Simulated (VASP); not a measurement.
Here is a VASP 6.6.1 calculation.

The input POSCAR:

```
HfN
1.0
    3.4332100000      0.0000000000      0.0000000000
   -1.7166000000      2.9732400000      0.0000000000
    0.0000000000      0.0000000000      3.9698200000
Hf N
1 1
Direct
    0.0000000000      0.0000000000      0.5000000000
    0.0000000000      0.0000000000      0.0000000000
```

Contents of INCAR.step1:

```
SYSTEM = HfN
PREC = Accurate
ENCUT = 520
EDIFF = 1E-6
ISMEAR = 0
SIGMA = 0.02
LREAL = .False.
LASPH = .True.
NELM = 80
ALGO = Normal
ISIF = 2
LWAVE = .True.
LCHARG = .True.
GGA = PE
```

The input INCAR.step2:

```
SYSTEM = HfN
PREC = Accurate
ENCUT = 520
EDIFF = 1E-6
ISMEAR = 0
SIGMA = 0.02
LREAL = .False.
LASPH = .True.
NELM = 80
ALGO = Normal
ISIF = 2
LWAVE = .False.
LCHARG = .False.
GGA = PE
ISTART = 1
ICHARG = 11
ISYM = -1
NUM_WANN = 8
LSCDM = .True.
```

The input KPOINTS:

```
Automatic mesh
0
Gamma
  5 5 4
  0 0 0
```

The input KPOINTS_OPT:

```
path GMKGALHA,LM,KH
12
line-mode
reciprocal
 0.0000000000  0.0000000000  0.0000000000  G
 0.5000000000  0.0000000000  0.0000000000  M

 0.5000000000  0.0000000000  0.0000000000  M
 0.3333333333  0.3333333333  0.0000000000  K

 0.3333333333  0.3333333333  0.0000000000  K
 0.0000000000  0.0000000000  0.0000000000  G

 0.0000000000  0.0000000000  0.0000000000  G
 0.0000000000  0.0000000000  0.5000000000  A

 0.0000000000  0.0000000000  0.5000000000  A
 0.5000000000  0.0000000000  0.5000000000  L

 0.5000000000  0.0000000000  0.5000000000  L
 0.3333333333  0.3333333333  0.5000000000  H

 0.3333333333  0.3333333333  0.5000000000  H
 0.0000000000  0.0000000000  0.5000000000  A

 0.5000000000  0.0000000000  0.5000000000  L
 0.5000000000  0.0000000000  0.0000000000  M

 0.3333333333  0.3333333333  0.0000000000  K
 0.3333333333  0.3333333333  0.5000000000  H
```

KPOINTS_WAN

```
path GMKGALHA,LM,KH
12
line-mode
reciprocal
 0.0000000000  0.0000000000  0.0000000000  G
 0.5000000000  0.0000000000  0.0000000000  M

 0.5000000000  0.0000000000  0.0000000000  M
 0.3333333333  0.3333333333  0.0000000000  K

 0.3333333333  0.3333333333  0.0000000000  K
 0.0000000000  0.0000000000  0.0000000000  G

 0.0000000000  0.0000000000  0.0000000000  G
 0.0000000000  0.0000000000  0.5000000000  A

 0.0000000000  0.0000000000  0.5000000000  A
 0.5000000000  0.0000000000  0.5000000000  L

 0.5000000000  0.0000000000  0.5000000000  L
 0.3333333333  0.3333333333  0.5000000000  H

 0.3333333333  0.3333333333  0.5000000000  H
 0.0000000000  0.0000000000  0.5000000000  A

 0.5000000000  0.0000000000  0.5000000000  L
 0.5000000000  0.0000000000  0.0000000000  M

 0.3333333333  0.3333333333  0.0000000000  K
 0.3333333333  0.3333333333  0.5000000000  H
```

Potentials or basis: VASP PAW PBE potentials, release 64 (Hf_pv, N).

Launch:

```console
$ cat potpaw_PBE.64/Hf_pv/POTCAR potpaw_PBE.64/N/POTCAR > POTCAR
$ cp INCAR.step1 INCAR
$ mpirun -np 1 vasp_std > vasp.out
$ cp INCAR.step2 INCAR
$ mpirun -np 1 vasp_std > vasp.out
```

Problem. Estimate the band gap along the path.

Solution. None (metal or under the smearing width).

Levels at the corners of the path, in eV from the Fermi level:
| point | band 4 | band 5 | band 6 | band 7 | band 8 | band 9 | band 10 | band 11 |
| --- | --- | --- | --- | --- | --- | --- | --- | --- |
| Γ | -13.43 | -3.43 | -0.14 | 0.31 | 0.31 | 1.85 | 1.85 | 4.22 |
| M | -13.01 | -2.26 | -1.15 | -0.13 | 0.27 | 1.55 | 3.66 | 4.13 |
| M | -13.01 | -2.26 | -1.15 | -0.13 | 0.27 | 1.55 | 3.66 | 4.13 |
| K | -12.95 | -1.76 | -1.76 | 0.32 | 1.68 | 1.68 | 2.28 | 2.28 |
| K | -12.95 | -1.76 | -1.76 | 0.32 | 1.68 | 1.68 | 2.28 | 2.28 |
| Γ | -13.43 | -3.43 | -0.14 | 0.31 | 0.31 | 1.85 | 1.85 | 4.22 |
| Γ | -13.43 | -3.43 | -0.14 | 0.31 | 0.31 | 1.85 | 1.85 | 4.22 |
| A | -11.53 | -4.93 | -2.95 | -1.11 | -1.11 | 1.98 | 1.98 | 5.14 |
| A | -11.53 | -4.93 | -2.95 | -1.11 | -1.11 | 1.98 | 1.98 | 5.14 |
| L | -11.11 | -4.42 | -3.49 | -1.59 | -0.89 | 2.62 | 5.24 | 6.15 |
| L | -11.11 | -4.42 | -3.49 | -1.59 | -0.89 | 2.62 | 5.24 | 6.15 |
| H | -11.05 | -4.38 | -2.82 | -2.82 | 0.89 | 0.89 | 5.21 | 6.47 |
| H | -11.05 | -4.38 | -2.82 | -2.82 | 0.89 | 0.89 | 5.21 | 6.47 |
| A | -11.53 | -4.93 | -2.95 | -1.11 | -1.11 | 1.98 | 1.98 | 5.14 |
| L | -11.11 | -4.42 | -3.49 | -1.59 | -0.89 | 2.62 | 5.24 | 6.15 |
| M | -13.01 | -2.26 | -1.15 | -0.13 | 0.27 | 1.55 | 3.66 | 4.13 |
| K | -12.95 | -1.76 | -1.76 | 0.32 | 1.68 | 1.68 | 2.28 | 2.28 |
| H | -11.05 | -4.38 | -2.82 | -2.82 | 0.89 | 0.89 | 5.21 | 6.47 |

Caveat: the k mesh is coarse (spacing up to 0.42 Å⁻¹), so the values aren't converged; spin-orbit coupling is left out, which moves the levels of the heavy elements.
